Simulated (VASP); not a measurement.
# NiO (Fm-3m) in VASP: a series of runs

One crystal, NiO, is run at these levels: PBE; tasks: band structure, optical spectrum, density of states.

Program: VASP 6.6.1. These are calculated values, not measurements. Logs are shortened: lines on timing, memory, paths and dates and some standing lists are left out, and cuts for length are marked.

**Experimental background.**

From “Local correlations, non-local screening, multiplets, and band formation in NiO”, 2012, arxiv:1210.6675, for a bulk crystal of NiO: band gap 4.3 eV.

The runs below are set against these values where they give the same quantity.

## (1) The structure

It takes space group Fm-3m (No. 225, cubic). The conventional cell has a = 4.172 Å, b = 4.172 Å, c = 4.172 Å, α = 90.00°, β = 90.00°, γ = 90.00°. Ni (site symmetry m-3m) is surrounded by 6 O at 2.09 Å. Around O (site symmetry m-3m) lie 6 Ni at 2.09 Å.

## (2) Band structure, PBE, collinear spin, ferromagnetic start

The input, INCAR:

```
SYSTEM = NiO
PREC = Accurate ; ENCUT = 600
EDIFF = 1E-6 ; ISMEAR = -1
SIGMA = 0.05 ; LREAL = .False.
LASPH = .True. ; NELM = 100
ALGO = Normal ; ISIF = 2
LWAVE = .False. ; LCHARG = .False.
ISPIN = 2 ; MAGMOM = 1 0
LORBIT = 11 ; LMAXMIX = 4
GGA = PE
```

The input, KPOINTS:

```
Automatic mesh
0
Gamma
  11 11 11
  0 0 0
```

The input, POSCAR:

```
NiO
1.0
    0.0000000000      2.0859016414      2.0859016414
    2.0859016414      0.0000000000      2.0859016414
    2.0859016414      2.0859016414      0.0000000000
Ni O
1 1
Direct
    0.0000000000      0.0000000000      0.0000000000
    0.5000000000      0.5000000000      0.5000000000
```

The input, KPOINTS_OPT:

```
path GXWKGLUWLK,UX
20
line-mode
reciprocal
 0.0000000000  0.0000000000  0.0000000000  G
 0.5000000000  0.0000000000  0.5000000000  X

 0.5000000000  0.0000000000  0.5000000000  X
 0.5000000000  0.2500000000  0.7500000000  W

 0.5000000000  0.2500000000  0.7500000000  W
 0.3750000000  0.3750000000  0.7500000000  K

 0.3750000000  0.3750000000  0.7500000000  K
 0.0000000000  0.0000000000  0.0000000000  G

 0.0000000000  0.0000000000  0.0000000000  G
 0.5000000000  0.5000000000  0.5000000000  L

 0.5000000000  0.5000000000  0.5000000000  L
 0.6250000000  0.2500000000  0.6250000000  U

 0.6250000000  0.2500000000  0.6250000000  U
 0.5000000000  0.2500000000  0.7500000000  W

 0.5000000000  0.2500000000  0.7500000000  W
 0.5000000000  0.5000000000  0.5000000000  L

 0.5000000000  0.5000000000  0.5000000000  L
 0.3750000000  0.3750000000  0.7500000000  K

 0.6250000000  0.2500000000  0.6250000000  U
 0.5000000000  0.0000000000  0.5000000000  X
```

Potentials or basis: VASP PAW PBE potentials, release 64 (Ni_sv_GW, O_GW).

Run with:

```sh
cat potpaw_PBE.64/Ni_sv_GW/POTCAR potpaw_PBE.64/O_GW/POTCAR > POTCAR
mpirun -np 1 vasp_std > vasp.out
```

OUTCAR:

```text
SYSTEM = NiO
   PREC = Accurate
   ENCUT = 600
   EDIFF = 1E-6
   ISMEAR = -1
   LREAL = .False.
   LASPH = .True.
   NELM = 100
   ISIF = 2
   ISPIN = 2
   LORBIT = 11
   GGA = PE

 ion  position               nearest neighbor table
   1  0.000  0.000  0.000-   2 2.09   2 2.09   2 2.09   2 2.09   2 2.09   2 2.09
   2  0.500  0.500  0.500-   1 2.09   1 2.09   1 2.09   1 2.09   1 2.09   1 2.09

  LATTYP: Found a face centered cubic cell.
 ALAT       =     4.1718032828

  Lattice vectors:

 A1 = (   0.0000000000,   2.0859016414,   2.0859016414)
 A2 = (   2.0859016414,   0.0000000000,   2.0859016414)
 A3 = (   2.0859016414,   2.0859016414,   0.0000000000)

Analysis of symmetry for initial positions (statically):
=====================================================================
 Subroutine PRICEL returns:
 Original cell was already a primitive cell.

 Routine SETGRP: Setting up the symmetry group for a
 face centered cubic supercell.

 Subroutine GETGRP returns: Found 48 space group operations
 (whereof 48 operations were pure point group operations)
 out of a pool of 48 trial point group operations.

The static configuration has the point symmetry O_h .

Analysis of symmetry for dynamics (positions and initial velocities):
=====================================================================
 Subroutine PRICEL returns:
 Original cell was already a primitive cell.

 Routine SETGRP: Setting up the symmetry group for a
 face centered cubic supercell.

 Subroutine GETGRP returns: Found 48 space group operations
 (whereof 48 operations were pure point group operations)
 out of a pool of 48 trial point group operations.

The dynamic configuration has the point symmetry O_h .

Analysis of structural, dynamic, and magnetic symmetry:
=====================================================================
 Subroutine PRICEL returns:
 Original cell was already a primitive cell.

 Routine SETGRP: Setting up the symmetry group for a
 face centered cubic supercell.

 Subroutine GETGRP returns: Found 48 space group operations
 (whereof 48 operations were pure point group operations)
 out of a pool of 48 trial point group operations.

The overall configuration has the point symmetry O_h .

 Subroutine INISYM returns: Found 48 space group operations
 (whereof 48 operations are pure point group operations),
 and found     1 'primitive' translations

----------------------------------------------------------------------------------------

                                     Primitive cell

  volume of cell :      18.1515

  direct lattice vectors                    reciprocal lattice vectors
     0.000000000  2.085901641  2.085901641    -0.239704495  0.239704495  0.239704495
     2.085901641  0.000000000  2.085901641     0.239704495 -0.239704495  0.239704495
     2.085901641  2.085901641  0.000000000     0.239704495  0.239704495 -0.239704495

  length of vectors
     2.949910391  2.949910391  2.949910391     0.415180364  0.415180364  0.415180364

  position of ions in fractional coordinates (direct lattice)
     0.000000000  0.000000000  0.000000000
     0.500000000  0.500000000  0.500000000

  ion indices of the primitive-cell ions
   primitive index   ion index
                 1           1
                 2           2

----------------------------------------------------------------------------------------

 KPOINTS: Automatic mesh

Automatic generation of k-mesh.
 Grid dimensions read from file:
 generate k-points for:   11   11   11

 Generating k-lattice:

  Cartesian coordinates                     Fractional coordinates (reciprocal lattice)
    -0.021791318  0.021791318  0.021791318     0.090909091  0.000000000  0.000000000
     0.021791318 -0.021791318  0.021791318     0.000000000  0.090909091  0.000000000
     0.021791318  0.021791318 -0.021791318     0.000000000  0.000000000  0.090909091

  Length of vectors
     0.037743669  0.037743669  0.037743669

  Shift w.r.t. Gamma in fractional coordinates (k-lattice)
     0.000000000  0.000000000  0.000000000

 Subroutine IBZKPT returns following result:
 ===========================================

 Found     56 irreducible k-points:

 Following reciprocal coordinates:
            Coordinates               Weight
  0.000000  0.000000  0.000000      1.000000
  0.090909  0.000000  0.000000      8.000000
  0.181818  0.000000  0.000000      8.000000
  0.272727  0.000000  0.000000      8.000000
  0.363636  0.000000  0.000000      8.000000
  0.454545  0.000000  0.000000      8.000000
[... 16 lines left out ...]
 -0.272727  0.181818  0.000000     24.000000
 -0.181818  0.181818  0.000000     12.000000
 [... further k-points ...]
   k-points           NKPTS =     56   k-points in BZ     NKDIM =     56   number of bands    NBANDS=     17
   number of dos      NEDOS =    301   number of ions     NIONS =      2
   total plane-waves  NPLWV =  13824
   dimension x,y,z NGX =    24 NGY =   24 NGZ =   24
   dimension x,y,z NGXF=    48 NGYF=   48 NGZF=   48
   ions per type =               1   1
   NGX,Y,Z   is equivalent  to a cutoff of  13.53, 13.53, 13.53 a.u.
   NGXF,Y,Z  is equivalent  to a cutoff of  27.05, 27.05, 27.05 a.u.
 SYSTEM =  NiO
   PREC   = accura    normal or accurate (medium, high low for compatibility)
   ISTART =      0    job   : 0-new  1-cont  2-samecut
   ICHARG =      2    charge: 1-file 2-atom 10-const
   ISPIN  =      2    spin polarized calculation?
   LNONCOLLINEAR =      F non collinear calculations
   LSORBIT =      F    spin-orbit coupling
   LASPH  =      T    aspherical Exc in radial PAW
   ENCUT  =  600.0 eV  44.10 Ry    6.64 a.u.   5.89  5.89  5.89*2*pi/ulx,y,z
   NELM   =    100;   NELMIN=  2; NELMDL= -5     # of ELM steps
   EDIFF  = 0.1E-05   stopping-criterion for ELM
   LREAL  =      F    real-space projection
   EDIFFG = 0.1E-04   stopping-criterion for IOM
   NSW    =      0    number of steps for IOM
   IBRION =     -1    ionic relax: 0-MD 1-quasi-New 2-CG
   NFREE  =      0    steps in history (QN), initial steepest desc. (CG)
   ISIF   =      2    stress and relaxation
   ISYM   =      2    0-nonsym 1-usesym 2-fastsym
   POTIM  = 0.5000    time-step for ionic-motion
   TEBEG  =    0.0;   TEEND  =   0.0 temperature during run
   PSTRESS=    0.0 pullay stress
   NELECT =      24.0000    total number of electrons
   NUPDOWN=      -1.0000    fix difference up-down
   EMIN   =  10.00;   EMAX   =-10.00  energy-range for DOS
   EFERMI =   0.00;   METHOD = LEGACY
   ISMEAR =    -1;   SIGMA  =   0.05  broadening in eV -4-tet -1-fermi 0-gaus
   EFERMI_NEDOS =   21; number of points for ismear=-14 and -15
   IALGO  =     38    algorithm
   IMIX   =      4    mixing-type and parameters
     AMIX     =   0.40;   BMIX     =  1.00
     AMIX_MAG =   1.60;   BMIX_MAG =  1.00
  volume/ion in A,a.u.               =       9.08        61.25
  Fermi-wavevector in a.u.,A,eV,Ry     =   1.796835  3.395525 43.927965  3.228614
  Thomas-Fermi vector in A             =   2.858301
   LORBIT       =     11    0 simple, 1 ext, 2 COOP (PROOUT), +10 PAW based schemes
   GGA     = PE    functional components
   LHFCALC =     F    Hartree Fock is set to
   AEXX    =    0.0000 exact exchange contribution
   IVDW    =     0    specifies the selected vdW correction
   LEPSILON=     F    determine dielectric tensor
   LRPA    =     F    only Hartree local field effects (RPA)
 spin polarized calculation
  energy-cutoff  :      600.00
  volume of cell :       18.15
 maximum number of plane-waves:       620
   NGX = 11   NGY = 11   NGZ = 11

 number of electron      24.0000017 magnetization       1.7400966

 Free energy of the ion-electron system (eV)
  ---------------------------------------------------
  ext. energy  EPLUGINS =         0.00000000
  ---------------------------------------------------
  free energy    TOTEN  =       -12.42829092 eV

  energy without entropy =      -12.41804442  energy(sigma->0) =      -12.42316767

 E-fermi :   7.0515     XC(G=0): -13.0727

 val. band max:        7.0480259162   @ k =   0.3636   0.2727   0.0909
 cond. band min:       7.0532605083   @ k =   0.3636   0.2727   0.0000
 fundamental gap:      0.0052345921
 Fermi energy:         7.0514567069

 spin component 1

 k-point     1 :       0.0000    0.0000    0.0000
  band No.  band energies     occupation
      1     -97.3559      1.00000
      2     -57.7388      1.00000
      3     -57.7388      1.00000
      4     -57.7388      1.00000
      5     -13.4010      1.00000
      6       3.9021      1.00000
[... 9 lines left out ...]
     16      25.8790      0.00000
     17      25.8790      0.00000
[... 441 lines left out ...]
 k-point    24 :      -0.1818    0.1818    0.0000
  band No.  band energies     occupation
      1     -97.3537      1.00000
      2     -57.7555      1.00000
      3     -57.7455      1.00000
      4     -57.7402      1.00000
      5     -12.5691      1.00000
      6       0.3651      1.00000
[... 9 lines left out ...]
     16      20.1851      0.00000
     17      23.4023      0.00000

 [... further k-points ...]

 spin component 2

 k-point     1 :       0.0000    0.0000    0.0000
  band No.  band energies     occupation
      1     -95.5406      1.00000
      2     -55.9681      1.00000
      3     -55.9681      1.00000
      4     -55.9681      1.00000
      5     -12.9796      1.00000
      6       4.4836      1.00000
[... 9 lines left out ...]
     16      26.1054      0.00000
     17      26.1055      0.00000
[... 441 lines left out ...]
 k-point    24 :      -0.1818    0.1818    0.0000
  band No.  band energies     occupation
      1     -95.5382      1.00000
      2     -55.9865      1.00000
      3     -55.9755      1.00000
      4     -55.9697      1.00000
      5     -12.1195      1.00000
      6       0.9148      1.00000
[... 9 lines left out ...]
     16      20.5601      0.00000
     17      23.8192      0.00000

 [... further k-points ...]

------------------------ aborting loop because EDIFF is reached ----------------------------------------

  FORCE on cell =-STRESS in cart. coord.  units (eV):
  Direction    XX          YY          ZZ          XY          YZ          ZX
  --------------------------------------------------------------------------------------
  -------------------------------------------------------------------------------------
  Total        0.3952692      0.3952692      0.3952692      0.0000000      0.0000000      0.0000000
  in kB       34.8892860     34.8892860     34.8892860      0.0000000      0.0000000      0.0000000
  external PRESSURE =      34.8892860 kB  Pullay stress =       0.0000000 kB

 VOLUME and BASIS-vectors are now :
 -----------------------------------------------------------------------------
  energy-cutoff  :      600.00
  volume of cell :       18.15
      direct lattice vectors                 reciprocal lattice vectors
     0.000000000  2.085901641  2.085901641    -0.239704495  0.239704495  0.239704495
     2.085901641  0.000000000  2.085901641     0.239704495 -0.239704495  0.239704495
     2.085901641  2.085901641  0.000000000     0.239704495  0.239704495 -0.239704495

 POSITION                                       TOTAL-FORCE (eV/Angst)
 -----------------------------------------------------------------------------------
      0.00000      0.00000      0.00000         0.000000     -0.000000      0.000000
      2.08590      2.08590      2.08590         0.000000      0.000000     -0.000000
 -----------------------------------------------------------------------------------
    total drift:                                0.000000     -0.000000     -0.000000

  FREE ENERGIE OF THE ION-ELECTRON SYSTEM (eV)
  ---------------------------------------------------
  free  energy   TOTEN  =       -12.4282909152 eV

  energy  without entropy=      -12.4180444180  energy(sigma->0) =      -12.42316767

 total charge

# of ion       s       p       d       f       tot
--------------------------------------------------
    1        2.153   6.222   7.788   0.009  16.172
    2        1.531   3.383   0.000   0.000   4.914
--------------------------------------------------
tot          3.684   9.605   7.788   0.009  21.086

 magnetization (x)

# of ion       s       p       d       f       tot
--------------------------------------------------
    1        0.009   0.012   1.418   0.001   1.440
    2        0.032   0.235   0.000   0.000   0.267
--------------------------------------------------
tot          0.041   0.247   1.418   0.001   1.707
```

Run time: 54 s. Hardware: 1 thread of Intel Xeon 6975P-C (Granite Rapids), shared host; peak memory 0.22 GiB.

Results:

* Free energy: -12.4283 eV
* Pressure: 3.5 GPa
* Band gap along the path: none (metal or under the smearing width)
* Net moment: 1.74 μB per cell
* Site moments: Ni +1.44; O +0.27 μB
* Valence electrons inside the program's atomic spheres: Ni 16.17; O 4.91

Levels at the corners of the path, in eV from the Fermi level:
Spin up:
```tsv
point	band 11	band 12	band 13	band 14	band 15	band 16
Γ	-2.66	-2.66	-2.66	1.48	17.75	18.83
X	-2.24	-1.64	-1.64	6.07	10.53	12.17
X	-2.24	-1.64	-1.64	6.07	10.53	12.17
W	-1.90	-1.64	-1.26	8.43	10.63	10.63
W	-1.90	-1.64	-1.26	8.43	10.63	10.63
K	-1.76	-1.53	-1.18	7.73	10.27	10.47
K	-1.76	-1.53	-1.18	7.73	10.27	10.47
Γ	-2.66	-2.66	-2.66	1.48	17.75	18.83
Γ	-2.66	-2.66	-2.66	1.48	17.75	18.83
L	-1.42	0.29	0.29	5.53	9.94	13.97
L	-1.42	0.29	0.29	5.53	9.94	13.97
U	-1.76	-1.53	-1.18	7.73	10.27	10.47
U	-1.76	-1.53	-1.18	7.73	10.27	10.47
W	-1.90	-1.64	-1.26	8.43	10.63	10.63
W	-1.90	-1.64	-1.26	8.43	10.63	10.63
L	-1.42	0.29	0.29	5.53	9.94	13.97
L	-1.42	0.29	0.29	5.53	9.94	13.97
K	-1.76	-1.53	-1.18	7.73	10.27	10.47
U	-1.76	-1.53	-1.18	7.73	10.27	10.47
X	-2.24	-1.64	-1.64	6.07	10.53	12.17
```
Spin down:
| point | band 7 | band 8 | band 9 | band 10 | band 11 | band 12 | band 13 | band 14 | band 15 | band 16 |
| --- | --- | --- | --- | --- | --- | --- | --- | --- | --- | --- |
| Γ | -2.57 | -2.57 | -1.86 | -1.86 | -1.86 | -0.58 | -0.58 | 1.83 | 17.69 | 19.05 |
| X | -3.93 | -3.93 | -2.85 | -0.75 | -0.75 | -0.15 | 0.40 | 6.52 | 10.89 | 12.45 |
| X | -3.93 | -3.93 | -2.85 | -0.75 | -0.75 | -0.15 | 0.40 | 6.52 | 10.89 | 12.45 |
| W | -5.84 | -5.24 | -1.09 | -1.09 | -0.75 | 0.27 | 1.01 | 8.97 | 10.95 | 10.95 |
| W | -5.84 | -5.24 | -1.09 | -1.09 | -0.75 | 0.27 | 1.01 | 8.97 | 10.95 | 10.95 |
| K | -5.90 | -4.47 | -1.66 | -0.88 | -0.66 | 0.53 | 1.03 | 8.17 | 10.61 | 10.80 |
| K | -5.90 | -4.47 | -1.66 | -0.88 | -0.66 | 0.53 | 1.03 | 8.17 | 10.61 | 10.80 |
| Γ | -2.57 | -2.57 | -1.86 | -1.86 | -1.86 | -0.58 | -0.58 | 1.83 | 17.69 | 19.05 |
| Γ | -2.57 | -2.57 | -1.86 | -1.86 | -1.86 | -0.58 | -0.58 | 1.83 | 17.69 | 19.05 |
| L | -4.87 | -4.87 | -0.95 | -0.95 | -0.57 | 2.25 | 2.25 | 5.71 | 10.45 | 14.25 |
| L | -4.87 | -4.87 | -0.95 | -0.95 | -0.57 | 2.25 | 2.25 | 5.71 | 10.45 | 14.25 |
| U | -5.90 | -4.47 | -1.66 | -0.88 | -0.66 | 0.53 | 1.03 | 8.17 | 10.61 | 10.80 |
| U | -5.90 | -4.47 | -1.66 | -0.88 | -0.66 | 0.53 | 1.03 | 8.17 | 10.61 | 10.80 |
| W | -5.84 | -5.24 | -1.09 | -1.09 | -0.75 | 0.27 | 1.01 | 8.97 | 10.95 | 10.95 |
| W | -5.84 | -5.24 | -1.09 | -1.09 | -0.75 | 0.27 | 1.01 | 8.97 | 10.95 | 10.95 |
| L | -4.87 | -4.87 | -0.95 | -0.95 | -0.57 | 2.25 | 2.25 | 5.71 | 10.45 | 14.25 |
| L | -4.87 | -4.87 | -0.95 | -0.95 | -0.57 | 2.25 | 2.25 | 5.71 | 10.45 | 14.25 |
| K | -5.90 | -4.47 | -1.66 | -0.88 | -0.66 | 0.53 | 1.03 | 8.17 | 10.61 | 10.80 |
| U | -5.90 | -4.47 | -1.66 | -0.88 | -0.66 | 0.53 | 1.03 | 8.17 | 10.61 | 10.80 |
| X | -3.93 | -3.93 | -2.85 | -0.75 | -0.75 | -0.15 | 0.40 | 6.52 | 10.89 | 12.45 |

Caveat: a cell with one magnetic atom can't hold antiferromagnetic order, which such compounds often take; semilocal functionals often make such compounds metallic where correlation or magnetic order opens a gap, which also shifts bond lengths.

## (3) Band structure, PBE, collinear spin, ferromagnetic start

The input, INCAR:

```
PREC = Accurate ; ENCUT = 550
EDIFF = 1E-6 ; ISMEAR = -1
SIGMA = 0.05 ; LREAL = False
LASPH = True ; NELM = 120
ALGO = Normal ; ISIF = 2
LWAVE = False ; LCHARG = False
ISPIN = 2 ; MAGMOM = 1 0
LORBIT = 11 ; LMAXMIX = 4
GGA = PE ; NBANDS = 19
```

The input, KPOINTS:

```
regular mesh
0
Gamma
  11 11 11
```

POSCAR is that of step 2.

KPOINTS_OPT, as its differences from that of step 2:

```diff
@@ -1,3 +1,3 @@
 path GXWKGLUWLK,UX
-20
+15
 line-mode
```

Potentials or basis: VASP PAW PBE potentials, release 64 (Ni_GW, O_GW).

Run with:

```sh
cat potpaw_PBE.64/Ni_GW/POTCAR potpaw_PBE.64/O_GW/POTCAR > POTCAR
mpirun -np 1 vasp_std > vasp.out
```

Wall time 39 s (1 thread of Intel Xeon 6975P-C (Granite Rapids), shared host); peak memory 0.2 GiB.

It converged, with:

```
Free energy                                           : -11.5072 eV
Pressure                                              : 4.2 GPa
Band gap along the path                               : none (metal or under the smearing width)
Net moment                                            : 1.69 μB per cell
Site moments                                          : Ni +1.38; O +0.26 μB
Valence electrons inside the program's atomic spheres : Ni 8.94; O 4.91
```

Caveat: a cell with one magnetic atom can't hold antiferromagnetic order, which such compounds often take; semilocal functionals often make such compounds metallic where correlation or magnetic order opens a gap, which also shifts bond lengths.

[end of part 1 of 3]
